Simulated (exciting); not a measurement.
# MoP (P-6m2) in exciting: reference runs

Reference runs on MoP: the cell as given.

Program: exciting (release sodium). These are calculated values, not measurements. Logs are shortened: lines on timing, memory, paths and dates and some standing lists are left out, and cuts for length are marked.

### 1 The crystal as given

It takes space group P-6m2 (No. 187, hexagonal). Conventional cell: a = 3.223 Å, b = 3.223 Å, c = 3.191 Å, α = 90.00°, β = 90.00°, γ = 120.00°. Around Mo (site symmetry -6m2) lie 6 P at 2.45 Å. P (site symmetry -6m2) has 6 Mo at 2.45 Å as nearest neighbours.

### 2 Single point, PBE

Input file input.xml:

```xml
<input>
  <title>MoP</title>
  <structure speciespath="./" tshift="false">
    <crystal scale="1">
      <basevect>6.090587299669 0.000000000000 0.000000000000</basevect>
      <basevect>-3.045293649834 5.274603325485 0.000000000000</basevect>
      <basevect>0.000000000000 0.000000000000 6.030116063681</basevect>
    </crystal>
    <species speciesfile="Mo.xml" rmt="2.3">
      <atom coord="0.000000000000 0.000000000000 0.000000000000"/>
    </species>
    <species speciesfile="P.xml" rmt="2">
      <atom coord="0.333333333300 0.666666666700 0.500000000000"/>
    </species>
  </structure>
  <groundstate do="fromscratch" ngridk="10 10 8" rgkmax="7.8" gmaxvr="14" lmaxapw="10" lmaxmat="10" lmaxvr="8" xctype="GGA_PBE" stype="Fermi Dirac" swidth="0.00183747" nempty="14" ValenceRelativity="iora*" epsengy="1e-05" epspot="1e-05" maxscl="60" tforce="true" outputlevel="normal"/>
  <properties>
    <chargedensityplot>
      <plot3d>
        <box grid="17 17 16">
          <origin coord="0 0 0"/>
          <point coord="1 0 0"/>
          <point coord="0 1 0"/>
          <point coord="0 0 1"/>
        </box>
      </plot3d>
    </chargedensityplot>
    <elfplot>
      <plot3d>
        <box grid="17 17 16">
          <origin coord="0 0 0"/>
          <point coord="1 0 0"/>
          <point coord="0 1 0"/>
          <point coord="0 0 1"/>
        </box>
      </plot3d>
    </elfplot>
    <exccplot>
      <plot3d>
        <box grid="17 17 16">
          <origin coord="0 0 0"/>
          <point coord="1 0 0"/>
          <point coord="0 1 0"/>
          <point coord="0 0 1"/>
        </box>
      </plot3d>
    </exccplot>
  </properties>
</input>
```

Potentials or basis: all-electron LAPW+lo, shipped species files, valence relativity iora*.

Launch:

```console
OMP_NUM_THREADS=1 exciting_smp
```

INFO.OUT:

```text
================================================================================
EXCITING SODIUM started
[... 10 lines left out ...]

 Lattice vectors (cartesian) :
      6.0905872997      0.0000000000      0.0000000000
     -3.0452936498      5.2746033255      0.0000000000
      0.0000000000      0.0000000000      6.0301160637

 Reciprocal lattice vectors (cartesian) :
      1.0316222390      0.5956073774     -0.0000000000
      0.0000000000      1.1912147548      0.0000000000
      0.0000000000     -0.0000000000      1.0419675576

 Unit cell volume                           :     193.7200837066
 Brillouin zone volume                      :       1.2804568772

 Species :    1 (Mo)
     parameters loaded from                 :    Mo.xml
     name                                   :    molybdenum
     nuclear charge                         :     -42.00000000
     electronic charge                      :      42.00000000
     atomic mass                            :  174887.92120000
     muffin-tin radius                      :       2.30000000
     # of radial points in muffin-tin       :     400

     atomic positions (lattice) :
       1 :   0.00000000  0.00000000  0.00000000

 Species :    2 (P)
     parameters loaded from                 :    P.xml
     name                                   :    phosphorus
     nuclear charge                         :     -15.00000000
     electronic charge                      :      15.00000000
     atomic mass                            :   56461.71408000
     muffin-tin radius                      :       2.00000000
     # of radial points in muffin-tin       :     300

     atomic positions (lattice) :
       1 :   0.33333333  0.66666667  0.50000000

 Total number of atoms per unit cell        :       2

 Spin treatment                             :    spin-unpolarised

 Number of Bravais lattice symmetries       :      24
 Number of crystal symmetries               :      12

 k-point grid                               :      10   10    8
 Total number of k-points                   :     110
 k-point set is reduced with crystal symmetries

 R^MT_min * |G+k|_max (rgkmax)              :       7.80000000
 Species with R^MT_min                      :       2 (P)
 Maximum |G+k| for APW functions            :       3.90000000
 Maximum |G| for potential and density      :      14.00000000

 G-vector grid sizes                        :      30    30    27
 Total number of G-vectors                  :    8961

 Maximum angular momentum used for
     APW functions                          :      10
     computing H and O matrix elements      :      10
     potential and density                  :       8
     inner part of muffin-tin               :       2

 Total nuclear charge                       :     -57.00000000
 Total electronic charge                    :      57.00000000
 Total core charge                          :      38.00000000
 Total valence charge                       :      19.00000000

 Number of empty states                     :      14
 Total number of valence states             :      24

 Maximum Hamiltonian size                   :     222
 Maximum number of plane-waves              :     205
 Total number of local-orbitals             :      17

 Exchange-correlation type                  :      20
[... 23 lines left out ...]
+ SCF iteration number :    1                                                  +
++++++++++++++++++++++++++++++++++++++++++++++++++++++++++++++++++++++++++++++++
 Total energy                               :     -4380.71994643
 _______________________________________________________________
 Fermi energy                               :         0.49607590
 Kinetic energy                             :      4549.51168015
 Coulomb energy                             :     -8783.24996929
 Exchange energy                            :      -144.15891003
 Correlation energy                         :        -2.82274726
[... 386 lines left out ...]
 RMS change in effective potential (target) :  0.216042E-08  ( 0.100000E-04)
 Absolute change in total energy   (target) :  0.149142E-05  ( 0.100000E-04)
 Charge distance                   (target) :  0.126425E-08  ( 0.100000E-04)
 Abs. change in max-nonIBS-force   (target) :   0.00000      ( 0.500000E-04)

++++++++++++++++++++++++++++++++++++++++++++++++++++++++++++++++++++++++++++++++
| Convergency criteria checked for the last 2 iterations                       +
| Convergence targets achieved. Performing final SCF iteration                 +
++++++++++++++++++++++++++++++++++++++++++++++++++++++++++++++++++++++++++++++++
 Total energy                               :     -4391.73995524
 _______________________________________________________________
 Fermi energy                               :         0.46438565
 Kinetic energy                             :      4541.72867208
 Coulomb energy                             :     -8786.24549601
 Exchange energy                            :      -144.39722483
 Correlation energy                         :        -2.82590648

 DOS at Fermi energy (states/Ha/cell)       :        13.11702394

 Electron charges :
     core                                   :        38.00000000
     core leakage                           :         0.00102198
     valence                                :        19.00000000
     interstitial                           :         4.39872658
     charge in muffin-tin spheres :
                  atom     1    Mo          :        39.69892972
                  atom     2     P          :        12.90234370
     total charge in muffin-tins            :        52.60127342
     total charge                           :        57.00000000

++++++++++++++++++++++++++++++++++++++++++++++++++++++++++++++++++++++++++++++++
+ Self-consistent loop stopped                                                 +
++++++++++++++++++++++++++++++++++++++++++++++++++++++++++++++++++++++++++++++++
 STATE.OUT is written

--------------------------------------------------------------------------------
- Writing atomic positions and forces                                          -
--------------------------------------------------------------------------------

 Atomic positions (lattice) :
 atom     1  Mo  :     0.00000000    0.00000000    0.00000000
 atom     2   P  :     0.33333333    0.66666667    0.50000000

 Total atomic forces including IBS (cartesian) :
 atom     1  Mo  :    -0.00000000    0.00000000    0.00000000
 atom     2   P  :     0.00000000   -0.00000000    0.00000000

 Atomic force components including IBS (cartesian) :
 atom     1  Mo  :     0.00000000   -0.00000000    0.00000000   HF force
                 :     0.00000000    0.00000000    0.00000000   core correction
                 :    -0.00000000   -0.00000000    0.00000000   IBS correction
 atom     2   P  :    -0.00000000    0.00000000    0.00000000   HF force
                 :    -0.00000000   -0.00000000    0.00000000   core correction
                 :     0.00000000    0.00000000    0.00000000   IBS correction

********************************************************************************
* Groundstate module stopped                                                   *
********************************************************************************

================================================================================
| EXCITING SODIUM stopped                                                      =
================================================================================
```

stdout:

```text
Info(rhoplot):
 3D density plot written to RHO3D.xml

Info(potplot):
 3D Coulomb potential plot written to VCL3D.xml
 3D exchange-correlation potential plot written to VXC3D.xml

Info(elfplot): 3D ELF plot written to ELF3D.xml
```

Run time: 2.5 min. Hardware: 1 thread of Arm Neoverse V1, shared host; peak memory 0.12 GiB.

Results:

| Quantity | Value |
| --- | --- |
| Free energy | -119505.3364 eV |
| Band gap on the k mesh | none (metal or under the smearing width) |
| All electrons inside the program's atomic spheres | Mo 39.70; P 12.90 (radii Mo 2.3, P 2.0 bohr) |

Levels at points of the mesh, in eV from the Fermi level:
```csv
k point,band 8,band 9,band 10,band 11,band 12,band 13
"(0.00, 0.00, 0.00)",-3.29,-0.69,0.29,0.29,4.15,4.15
"(0.50, 0.00, 0.00)",-3.72,-1.26,-0.41,1.74,2.38,4.66
"(0.00, 0.00, 0.50)",-2.71,-1.66,-1.66,1.34,2.95,2.95
"(0.50, 0.00, 0.50)",-4.42,-1.02,1.45,1.86,3.57,5.08
```

Caveat: the log's total energy holds no entropy term; the free energy is that total less TS from the occupations.
